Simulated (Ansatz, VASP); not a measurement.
## Two plane-wave programs on BiTe

The input INCAR:

```
PREC = Accurate
ENCUT = 600
EDIFF = 1E-6
ISMEAR = 0
SIGMA = 0.1
LREAL = F
LASPH = T
NELM = 100
ALGO = Normal
ISIF = 3
LWAVE = F
LCHARG = F
GGA = PE
IBRION = 2
NSW = 100
EDIFFG = -0.005
```

KPOINTS

```
Automatic mesh
0
Gamma
  12 12 12
```

Contents of POSCAR:

```
BiTe
1.0
    0.0000000000      3.2350000000      3.2350000000
    3.2350000000      0.0000000000      3.2350000000
    3.2350000000      3.2350000000      0.0000000000
Bi Te
1 1
Direct
    0.0000000000      0.0000000000      0.0000000000
    0.5000000000      0.5000000000      0.5000000000
```

Input for Ansatz:

```yaml
crystal:
  lattice:
    - [0.0, 3.235, 3.235]
    - [3.235, 0.0, 3.235]
    - [3.235, 3.235, 0.0]
  atoms:
    - { symbol: Bi, position: [0.0, 0.0, 0.0] }
    - { symbol: Te, position: [0.5, 0.5, 0.5] }
basis:
  ecutwfc: 420
kpoints:
  mp_grid: { grid: [12, 12, 12] }
hamiltonian:
  xc: pbe
scf:
  occupations: { method: gaussian, width: 0.1 }
output:
  forces: true
  stress: true
  eigenvalues: true
relax:
  adjacent_minimum: "off"
  f_tol: 0.005
  max_steps: 80
  cell: { stress_tol: 0.05 }
```

Alike in both runs: task relaxation of cell and atoms; functional PBE; k mesh 12 × 12 × 12; occupations gaussian, width 0.1 eV; no spin polarisation.

|  | VASP | Ansatz |
| --- | --- | --- |
| version | VASP 6.6.1 | Ansatz 0.2.0 |
| potentials or method | VASP PAW PBE potentials, release 64 (Bi_d, Te) | scalar-relativistic, plane waves, PAW |
| plane-wave cutoff (eV) | 600 | 420 |
| valence electrons in the cell | 21 | 31 |

Ansatz gave:

| Quantity | Value |
| --- | --- |
| gap on the k mesh at the Fermi level, each at its own relaxed structure (eV) | none |
| relaxed volume (Å³/atom) | 34.37 |
| relaxed cell length with the largest relative difference (Å) | 4.598 |
| energy change over the relaxation (meV/atom) | -1 |

Problem. What did VASP give for the same quantities?

Solution. gap on the k mesh at the Fermi level, each at its own relaxed structure (eV): none; relaxed volume (Å³/atom): 34.34; relaxed cell length with the largest relative difference (Å): 4.597; energy change over the relaxation (meV/atom): -1.

A gap of «none» marks a metal or a gap that the smearing closes. The two sets of potentials don't hold the same shells in valence.

Caveats: spin-orbit coupling is left out, which moves the levels of the heavy elements. Zero-point motion and thermal expansion aren't in these numbers. PBE usually gives volumes a little too large and moduli too small.
